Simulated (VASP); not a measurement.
# Si (Fd-3m) in VASP: further runs, part 2 of 2

VASP 6.6.1.

## 4. Single point, PBE (grid = ENCUT=350 dk=0.35 cell=3x3x3 ISMEAR=0 SIGMA=0.05 LREAL=Auto EDIFF=1e-06)

INCAR reads:

```
PREC = Accurate
ENCUT = 350
EDIFF = 1E-6
ISMEAR = 0
SIGMA = 0.05
LREAL = Auto
LASPH = True
NELM = 120
ALGO = Fast
ISIF = 2
LWAVE = False
LCHARG = False
GGA = PE
NBANDS = 126
```

KPOINTS reads:

```
regular mesh
0
Gamma
  2 2 2
```

POSCAR reads:

```
Si
1.0
    0.0000000000      8.1655535595      8.1655535595
    8.1655535595      0.0000000000      8.1655535595
    8.1655535595      8.1655535595      0.0000000000
Si
54
Direct
    0.1666666667      0.1666666667      0.1666666667
    0.1666666667      0.1666666667      0.5000000000
    0.1666666667      0.1666666667      0.8333333333
    0.1666666667      0.5000000000      0.1666666667
    0.1666666667      0.5000000000      0.5000000000
    0.1666666667      0.5000000000      0.8333333333
    0.1666666667      0.8333333333      0.1666666667
    0.1666666667      0.8333333333      0.5000000000
    0.1666666667      0.8333333333      0.8333333333
    0.5000000000      0.1666666667      0.1666666667
    0.5000000000      0.1666666667      0.5000000000
    0.5000000000      0.1666666667      0.8333333333
    0.5000000000      0.5000000000      0.1666666667
    0.5000000000      0.5000000000      0.5000000000
    0.5000000000      0.5000000000      0.8333333333
    0.5000000000      0.8333333333      0.1666666667
    0.5000000000      0.8333333333      0.5000000000
    0.5000000000      0.8333333333      0.8333333333
    0.8333333333      0.1666666667      0.1666666667
    0.8333333333      0.1666666667      0.5000000000
    0.8333333333      0.1666666667      0.8333333333
    0.8333333333      0.5000000000      0.1666666667
    0.8333333333      0.5000000000      0.5000000000
    0.8333333333      0.5000000000      0.8333333333
    0.8333333333      0.8333333333      0.1666666667
    0.8333333333      0.8333333333      0.5000000000
    0.8333333333      0.8333333333      0.8333333333
    0.2500000000      0.2500000000      0.2500000000
    0.2500000000      0.2500000000      0.5833333333
    0.2500000000      0.2500000000      0.9166666667
    0.2500000000      0.5833333333      0.2500000000
    0.2500000000      0.5833333333      0.5833333333
    0.2500000000      0.5833333333      0.9166666667
    0.2500000000      0.9166666667      0.2500000000
    0.2500000000      0.9166666667      0.5833333333
    0.2500000000      0.9166666667      0.9166666667
    0.5833333333      0.2500000000      0.2500000000
    0.5833333333      0.2500000000      0.5833333333
    0.5833333333      0.2500000000      0.9166666667
    0.5833333333      0.5833333333      0.2500000000
    0.5833333333      0.5833333333      0.5833333333
    0.5833333333      0.5833333333      0.9166666667
    0.5833333333      0.9166666667      0.2500000000
    0.5833333333      0.9166666667      0.5833333333
    0.5833333333      0.9166666667      0.9166666667
    0.9166666667      0.2500000000      0.2500000000
    0.9166666667      0.2500000000      0.5833333333
    0.9166666667      0.2500000000      0.9166666667
    0.9166666667      0.5833333333      0.2500000000
    0.9166666667      0.5833333333      0.5833333333
    0.9166666667      0.5833333333      0.9166666667
    0.9166666667      0.9166666667      0.2500000000
    0.9166666667      0.9166666667      0.5833333333
    0.9166666667      0.9166666667      0.9166666667
```

Potentials or basis: VASP PAW PBE potentials, release 64 (Si).

Launch:

```bash
$ cat potpaw_PBE.64/Si/POTCAR > POTCAR
$ mpirun -np 1 vasp_std > vasp.out
```

OUTCAR:

```text
PREC = Accurate
   ENCUT = 350
   EDIFF = 1E-6
   ISMEAR = 0
   LREAL = Auto
   LASPH = True
   NELM = 120
   ISIF = 2
   GGA = PE

 Found      3 irreducible k-points:

 Following reciprocal coordinates:
            Coordinates               Weight
  0.000000  0.000000  0.000000      1.000000
  0.500000  0.000000  0.000000      4.000000
  0.500000  0.500000  0.000000      3.000000
   k-points           NKPTS =      3   k-points in BZ     NKDIM =      3   number of bands    NBANDS=    126
   number of dos      NEDOS =    301   number of ions     NIONS =     54
   total plane-waves  NPLWV = 343000
   dimension x,y,z NGX =    70 NGY =   70 NGZ =   70
   dimension x,y,z NGXF=   140 NGYF=  140 NGZF=  140
   ions per type =              54
   NGX,Y,Z   is equivalent  to a cutoff of  10.08, 10.08, 10.08 a.u.
   NGXF,Y,Z  is equivalent  to a cutoff of  20.15, 20.15, 20.15 a.u.
 SYSTEM =  unknown system
   PREC   = accura    normal or accurate (medium, high low for compatibility)
   ISTART =      0    job   : 0-new  1-cont  2-samecut
   ICHARG =      2    charge: 1-file 2-atom 10-const
   ISPIN  =      1    spin polarized calculation?
   LNONCOLLINEAR =      F non collinear calculations
   LSORBIT =      F    spin-orbit coupling
   LASPH  =      T    aspherical Exc in radial PAW
[... 62 lines left out ...]
      2      -4.7808      2.00000
      3      -4.7808      2.00000
      4      -4.7808      2.00000
      5      -4.7808      2.00000
      6      -4.7808      2.00000
[... 358 lines left out ...]
    119       7.8032      0.00000
    120       7.8032      0.00000
 [bands above 120 left out]

------------------------ aborting loop because EDIFF is reached ----------------------------------------

  FORCE on cell =-STRESS in cart. coord.  units (eV):
  Direction    XX          YY          ZZ          XY          YZ          ZX
  --------------------------------------------------------------------------------------
  -------------------------------------------------------------------------------------
  Total        8.7259147      8.7259147      8.7259147     -0.0000000     -0.0000000      0.0000000
  in kB       12.8391022     12.8391022     12.8391022     -0.0000000     -0.0000000      0.0000000
  external PRESSURE =      12.8391022 kB  Pullay stress =       0.0000000 kB

 VOLUME and BASIS-vectors are now :
 -----------------------------------------------------------------------------
  energy-cutoff  :      350.00
  volume of cell :     1088.90
      direct lattice vectors                 reciprocal lattice vectors
     0.000000000  8.165553559  8.165553559    -0.061232836  0.061232836  0.061232836
     8.165553559  0.000000000  8.165553559     0.061232836 -0.061232836  0.061232836
     8.165553559  8.165553559  0.000000000     0.061232836  0.061232836 -0.061232836

 POSITION                                       TOTAL-FORCE (eV/Angst)
 -----------------------------------------------------------------------------------
      2.72185      2.72185      2.72185         0.000000      0.000000     -0.000000
      5.44370      5.44370      2.72185         0.000000      0.000000      0.000000
      8.16555      8.16555      2.72185         0.000000      0.000000     -0.000000
      5.44370      2.72185      5.44370        -0.000000      0.000000      0.000000
      8.16555      5.44370      5.44370         0.000000      0.000000      0.000000
     10.88740      8.16555      5.44370         0.000000      0.000000      0.000000
[... 46 lines left out ...]
     12.24833     12.24833     14.97018        -0.000000     -0.000000     -0.000000
     14.97018     14.97018     14.97018        -0.000000     -0.000000      0.000000
 -----------------------------------------------------------------------------------
    total drift:                                0.000001      0.000001      0.000001

  FREE ENERGIE OF THE ION-ELECTRON SYSTEM (eV)
  ---------------------------------------------------
  free  energy   TOTEN  =      -292.2078933769 eV

  energy  without entropy=     -292.2078933769  energy(sigma->0) =     -292.20789338
```

OSZICAR:

```text
N       E                     dE             d eps       ncg     rms          rms(c)
DAV:   1     0.487949167282E+03    0.48795E+03   -0.65988E+04   756   0.103E+03
DAV:   2    -0.245985033653E+03   -0.73393E+03   -0.71196E+03   940   0.176E+02
DAV:   3    -0.295683666439E+03   -0.49699E+02   -0.49080E+02   904   0.426E+01
DAV:   4    -0.297013819615E+03   -0.13302E+01   -0.13229E+01   880   0.847E+00
DAV:   5    -0.297061680615E+03   -0.47861E-01   -0.47814E-01   928   0.145E+00    0.254E+01
RMM:   6    -0.293687481652E+03    0.33742E+01   -0.18449E+00   774   0.253E+00    0.155E+01
RMM:   7    -0.292136547228E+03    0.15509E+01   -0.50294E+00   828   0.428E+00    0.880E-01
RMM:   8    -0.292190117974E+03   -0.53571E-01   -0.47085E-01   845   0.155E+00    0.431E-01
RMM:   9    -0.292204694633E+03   -0.14577E-01   -0.11144E-01   847   0.718E-01    0.456E-01
RMM:  10    -0.292206654342E+03   -0.19597E-02   -0.17748E-02   882   0.334E-01    0.344E-01
RMM:  11    -0.292207643042E+03   -0.98870E-03   -0.10216E-02   835   0.244E-01    0.312E-01
RMM:  12    -0.292207835547E+03   -0.19251E-03   -0.17553E-03   887   0.119E-01    0.152E-01
RMM:  13    -0.292207881000E+03   -0.45453E-04   -0.44369E-04   920   0.529E-02    0.180E-01
RMM:  14    -0.292207898375E+03   -0.17375E-04   -0.10250E-04   858   0.257E-02    0.186E-01
RMM:  15    -0.292207892445E+03    0.59303E-05   -0.31549E-05   853   0.149E-02    0.159E-01
RMM:  16    -0.292207893377E+03   -0.93215E-06   -0.92516E-06   765   0.792E-03
   1 F= -.29220789E+03 E0= -.29220789E+03  d E =-.496105E-11
```

Wall time 5.6 min (1 thread of Intel Xeon Platinum 8488C (Sapphire Rapids), shared host); peak memory 0.73 GiB.

The run converged, but some of its settings lie outside the range that counts as converged, so its numbers aren't taken as properties of the crystal.

Results:

- Free energy: -292.2079 eV
- Pressure: 1.3 GPa
- Band gap on the k mesh: 0.72 eV

## 5. Single point, PBE (grid = ENCUT=350 dk=0.9 cell=3x3x3 ISMEAR=0 SIGMA=0.05 LREAL=Auto EDIFF=1e-06)

INCAR is that of step 4.

KPOINTS reads:

```
regular mesh
0
Gamma
  1 1 1
```

POSCAR is that of step 4.

Potentials or basis: VASP PAW PBE potentials, release 64 (Si).

Launch:

```bash
$ cat potpaw_PBE.64/Si/POTCAR > POTCAR
$ mpirun -np 1 vasp_std > vasp.out
```

OUTCAR:

```text
PREC = Accurate
   ENCUT = 350
   EDIFF = 1E-6
   ISMEAR = 0
   LREAL = Auto
   LASPH = True
   NELM = 120
   ISIF = 2
   GGA = PE

 Found      1 irreducible k-points:

 Following reciprocal coordinates:
            Coordinates               Weight
  0.000000  0.000000  0.000000      1.000000
   k-points           NKPTS =      1   k-points in BZ     NKDIM =      1   number of bands    NBANDS=    126
   number of dos      NEDOS =    301   number of ions     NIONS =     54
   total plane-waves  NPLWV = 343000
   dimension x,y,z NGX =    70 NGY =   70 NGZ =   70
   dimension x,y,z NGXF=   140 NGYF=  140 NGZF=  140
   ions per type =              54
[... 200 lines left out ...]
  Total       21.5048519     21.5048519     21.5048519      0.0000000      0.0000000     -0.0000000
  in kB       31.6417247     31.6417247     31.6417247      0.0000000      0.0000000     -0.0000000
  external PRESSURE =      31.6417247 kB  Pullay stress =       0.0000000 kB

 VOLUME and BASIS-vectors are now :
 -----------------------------------------------------------------------------
  energy-cutoff  :      350.00
  volume of cell :     1088.90
      direct lattice vectors                 reciprocal lattice vectors
     0.000000000  8.165553559  8.165553559    -0.061232836  0.061232836  0.061232836
     8.165553559  0.000000000  8.165553559     0.061232836 -0.061232836  0.061232836
     8.165553559  8.165553559  0.000000000     0.061232836  0.061232836 -0.061232836

 POSITION                                       TOTAL-FORCE (eV/Angst)
 -----------------------------------------------------------------------------------
      2.72185      2.72185      2.72185         0.000000      0.000000     -0.000000
      5.44370      5.44370      2.72185         0.000000      0.000000      0.000000
      8.16555      8.16555      2.72185         0.000000      0.000000     -0.000000
      5.44370      2.72185      5.44370         0.000000     -0.000000      0.000000
      8.16555      5.44370      5.44370         0.000000      0.000000      0.000000
     10.88740      8.16555      5.44370         0.000000     -0.000000      0.000000
[... 46 lines left out ...]
     12.24833     12.24833     14.97018         0.000000     -0.000000     -0.000000
     14.97018     14.97018     14.97018         0.000000     -0.000000     -0.000000
 -----------------------------------------------------------------------------------
    total drift:                                0.000001      0.000001      0.000001

  FREE ENERGIE OF THE ION-ELECTRON SYSTEM (eV)
  ---------------------------------------------------
  free  energy   TOTEN  =      -276.2699123901 eV

  energy  without entropy=     -276.2699123901  energy(sigma->0) =     -276.26991239
```

OSZICAR:

```text
N       E                     dE             d eps       ncg     rms          rms(c)
DAV:   1     0.491741760172E+03    0.49174E+03   -0.66359E+04   252   0.104E+03
DAV:   2    -0.220878118979E+03   -0.71262E+03   -0.68217E+03   312   0.174E+02
DAV:   3    -0.280754955402E+03   -0.59877E+02   -0.58816E+02   320   0.421E+01
DAV:   4    -0.282505136415E+03   -0.17502E+01   -0.17399E+01   296   0.860E+00
DAV:   5    -0.282574082490E+03   -0.68946E-01   -0.68904E-01   328   0.155E+00    0.265E+01
RMM:   6    -0.278138073076E+03    0.44360E+01   -0.23834E+00   255   0.290E+00    0.162E+01
RMM:   7    -0.276149326372E+03    0.19887E+01   -0.62588E+00   269   0.496E+00    0.105E+00
RMM:   8    -0.276247662405E+03   -0.98336E-01   -0.65041E-01   285   0.178E+00    0.511E-01
RMM:   9    -0.276265109292E+03   -0.17447E-01   -0.12222E-01   292   0.773E-01    0.495E-01
RMM:  10    -0.276268002637E+03   -0.28933E-02   -0.17307E-02   290   0.341E-01    0.301E-01
RMM:  11    -0.276269797535E+03   -0.17949E-02   -0.76011E-03   279   0.226E-01    0.996E-02
RMM:  12    -0.276269857623E+03   -0.60087E-04   -0.14091E-03   294   0.106E-01    0.150E-01
RMM:  13    -0.276269896244E+03   -0.38621E-04   -0.26581E-04   324   0.423E-02    0.189E-01
RMM:  14    -0.276269909446E+03   -0.13203E-04   -0.63097E-05   290   0.204E-02    0.109E-01
RMM:  15    -0.276269912854E+03   -0.34072E-05   -0.22020E-05   288   0.114E-02    0.742E-02
RMM:  16    -0.276269912390E+03    0.46352E-06   -0.57374E-06   220   0.558E-03
   1 F= -.27626991E+03 E0= -.27626991E+03  d E =-.686338E-12
```

stdout:

```text
POSCAR found type information on POSCAR Si
 POSCAR found :  1 types and      54 ions
 scaLAPACK will be used
 LDA part: xc-table for (Slater+PW92), standard interpolation
 POSCAR, INCAR and KPOINTS ok, starting setup
 FFT: planning ... GRIDC
 FFT: planning ... GRID_SOFT
 FFT: planning ... GRID
 WAVECAR not read
 entering main loop
```

Wall time 3.4 min (1 thread of Intel Xeon Platinum 8488C (Sapphire Rapids), shared host); peak memory 0.68 GiB.

The run converged, but some of its settings lie outside the range that counts as converged, so its numbers aren't taken as properties of the crystal.

What came out:

| Property | Result |
| --- | --- |
| Free energy | -276.2699 eV |
| Pressure | 3.2 GPa |
| Band gap on the k mesh | 0.70 eV |

Caveat: the k mesh is coarse (spacing up to 0.67 Å⁻¹), so the values aren't converged; an odd mesh through Γ misses points on the zone boundary, where band edges often lie.
